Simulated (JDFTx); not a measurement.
**ZnS (Wurtzite-2H): equation of state with PBEsol**

ZnS (Wurtzite-2H):

```xyz
4
Lattice="3.8110 0.0000 0.0000 -1.9055 3.3004 0.0000 0.0000 0.0000 6.2340" Properties=species:S:1:pos:R:3 pbc="T T T"
Zn    1.9055    1.1001    3.1170
Zn    0.0000    2.2003    0.0000
S     1.9055    1.1001    5.5171
S     0.0000    2.2003    2.4001
```

| Quantity | Value |
| --- | --- |
| Program | JDFTx 1.7.0 (patched build) |
| Task | equation of state |
| Functional | PBEsol |
| Potentials or basis | PseudoDojo-SR-PBEsol-0.4.1-standard with smoothed tails |
| Cutoff | 1143 eV |
| Density cutoff | 9143 eV |
| k mesh | 8 × 8 × 5 |
| Occupations | fermi-dirac, width 0.05 eV |
| Spin | no spin polarisation |

* Equilibrium volume: 19.26 Å³/atom
* Bulk modulus at fixed shape and positions: 78 GPa
* Pressure derivative of the bulk modulus: 4.5

Energy against volume, from the lowest point:
```
volume (Å³/atom)  energy (meV/atom)
          18.427               9.44
          18.819               2.51
          19.211               0.00
          19.603               1.45
          19.995               6.44
          20.387              14.59
          20.779              25.57
```

Caveat: the cell was scaled at fixed shape and fractional positions, which overstates the stiffness of a crystal with free parameters, most of all of layers and chains.
